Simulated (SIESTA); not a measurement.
## FeO (Wuestite) in SIESTA: the effect of functional

The system is FeO (Wuestite).

```
Fe O
1.0
     0.00000    2.15540    2.15540
     2.15540    0.00000    2.15540
     2.15540    2.15540    0.00000
Fe O
1 1
Direct
  0.00000 0.00000 0.00000
  0.50000 0.50000 0.50000
```

Alike in all runs:

```yaml
Program: SIESTA 5.4.2
Task: band structure
Basis: DZP (energy shift 0.003 Ry; two zetas on semicore shells)
Grid_cutoff: 800 Ry
Energy_shift: 0.003 Ry
k_mesh: 11 × 11 × 11
Occupations: fermi-dirac, width 0.05 eV
Spin: collinear spin, ferromagnetic start
Starting_moments: "[3.0, 0.0] μB"
```

```tsv
functional	potentials or basis	pressure (GPa)
AM05	PseudoDojo 0.4 standard (PBEsol files)	-7.6
BLYP	PseudoDojo 0.4 standard (PBE files)	7.7
vdW-DF-cx	PseudoDojo 0.4 standard (PBE files)	?
```

What does the run with functional vdW-DF-cx give?

Pressure -5.8 GPa.

Caveats: short orbitals over semicore shells can move pressures by several GPa; the potentials were made for another functional, which shifts forces and pressure; the basis of atomic orbitals isn't converged, which shifts pressures, moduli and gaps; a cell with one magnetic atom can't hold antiferromagnetic order, which such compounds often take.
